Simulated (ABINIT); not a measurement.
Runs of ABINIT 10.8.3 (patched build) on ZnSe (Stilleite). Symmetry: F-43m, No. 216, cubic system. Conventional cell: a = 5.668 Å, b = 5.668 Å, c = 5.668 Å, α = 90.00°, β = 90.00°, γ = 90.00°. Se (site symmetry -43m) has 4 Zn at 2.45 Å as nearest neighbours. Zn (site symmetry -43m) is surrounded by 4 Se at 2.45 Å. 

```csv
task,level,potentials or basis,k mesh,cutoff (eV),fine-grid cutoff,gap on the mesh (eV),pressure (GPa)
single point,r2SCAN,JTH PAW PBE v2.0,10 × 10 × 10,653,1251.72 eV,1.85,-0.1
single point,r2SCAN,JTH PAW PBE v2.0,5 × 5 × 5,653,1251.72 eV,1.85,0.0
band structure,PBEsol,JTH PAW PBE v2.0,8 × 8 × 8,544,1088.46 eV,1.17,-
single point,LDA,JTH PAW LDA v2.0,10 × 10 × 10,544,1088.46 eV,(a),-
single point,PBE,JTH PAW PBE v2.0,6 × 6 × 6,544,1088.46 eV,(b),-
band structure,HCTH407,JTH PAW PBE v2.0,8 × 8 × 8,544,1088.46 eV,1.69,-
band structure,BLYP,JTH PAW PBE v2.0,8 × 8 × 8,544,1088.46 eV,1.25,-
```

Alike in all rows: no spin polarisation; cell as given; smearing fermi-dirac 0.05 eV.

Task: Fill in the values left out.

Result: (a) 1.03; (b) 1.29.

Caveats: the PAW data sets were made with another functional, which shifts forces and pressure a little (some runs).

A k mesh can miss the band edges, and the runs leave out spin-orbit coupling on Se.
